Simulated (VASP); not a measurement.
Input of a VASP 6.6.1 run:

File INCAR:

```
PREC = Accurate
ENCUT = 350
EDIFF = 1E-5
ISMEAR = 0
SIGMA = 0.03
LREAL = Auto
LASPH = True
NELM = 120
ALGO = Normal
ISIF = 2
LWAVE = False
LCHARG = False
ISPIN = 2
MAGMOM = 0 0 0 0 0 0 0 0 0 0 0 0.07 0.07 0.07 0 0 0 0 0 0.07 0.07 0.07 0
LORBIT = 11
LMAXMIX = 4
GGA = PS
NBANDS = 118
KPAR = 4
```

KPOINTS

```
Automatic mesh
0
Gamma
  3 3 2
```

POSCAR

```
W7S16
1.0
    6.3064000000      0.0000000000      0.0000000000
   -3.1532000000      5.4615026064      0.0000000000
    0.0000000000      0.0000000000     12.3230000000
W S
7 16
Direct
    0.1666666667      0.8333333333      0.2500000000
    0.6666666667      0.3333333333      0.2500000000
    0.6666666667      0.8333333333      0.2500000000
    0.3333333333      0.1666666667      0.7500000000
    0.3333333333      0.6666666667      0.7500000000
    0.8333333333      0.1666666667      0.7500000000
    0.8333333333      0.6666666667      0.7500000000
    0.1666666667      0.3333333333      0.6225000000
    0.1666666667      0.8333333333      0.6225000000
    0.6666666667      0.3333333333      0.6225000000
    0.6666666667      0.8333333333      0.6225000000
    0.3333333333      0.1666666667      0.1225000000
    0.3333333333      0.6666666667      0.1225000000
    0.8333333333      0.1666666667      0.1225000000
    0.8333333333      0.6666666667      0.1225000000
    0.1666666667      0.3333333333      0.8775000000
    0.1666666667      0.8333333333      0.8775000000
    0.6666666667      0.3333333333      0.8775000000
    0.6666666667      0.8333333333      0.8775000000
    0.3333333333      0.1666666667      0.3775000000
    0.3333333333      0.6666666667      0.3775000000
    0.8333333333      0.1666666667      0.3775000000
    0.8333333333      0.6666666667      0.3775000000
```

Potentials or basis: VASP PAW PBE potentials, release 64 (W_sv, S).

The run is started by

```bash
$ cat potpaw_PBE.64/W_sv/POTCAR potpaw_PBE.64/S/POTCAR > POTCAR
$ mpirun -np 4 vasp_std > vasp.out
```

Problem. What does it give for the largest force?

Solution. 1.038 eV/Å.

Problem. Predict the pressure.

Solution. -2.1 GPa.

Problem. Predict the net moment.

Solution. 1.16 μB per cell.

Forces in eV/Å, atoms in the order of the input:
```
W    0.899  0.519  0.000
W    0.000 -1.038  0.000
W   -0.899  0.519  0.000
W   -0.019  0.011  0.000
W    0.000 -0.021  0.000
W    0.019  0.011  0.000
W    0.000  0.000  0.000
S    0.000  0.000  0.141
S    0.004  0.002  0.124
S    0.000 -0.005  0.124
S   -0.004  0.002  0.124
S    0.114 -0.066  0.544
S    0.000  0.132  0.544
S   -0.114 -0.066  0.544
S    0.000  0.000  0.305
S    0.000  0.000 -0.141
S    0.004  0.002 -0.124
S    0.000 -0.005 -0.124
S   -0.004  0.002 -0.124
S    0.114 -0.066 -0.544
S    0.000  0.132 -0.544
S   -0.114 -0.066 -0.544
S    0.000  0.000 -0.305
```

Caveat: the k mesh is coarse (spacing up to 0.38 Å⁻¹), so the values aren't converged; the PAW data sets were made with another functional, which shifts forces and pressure a little. The run has no spin-orbit coupling, so splittings on W are missing.
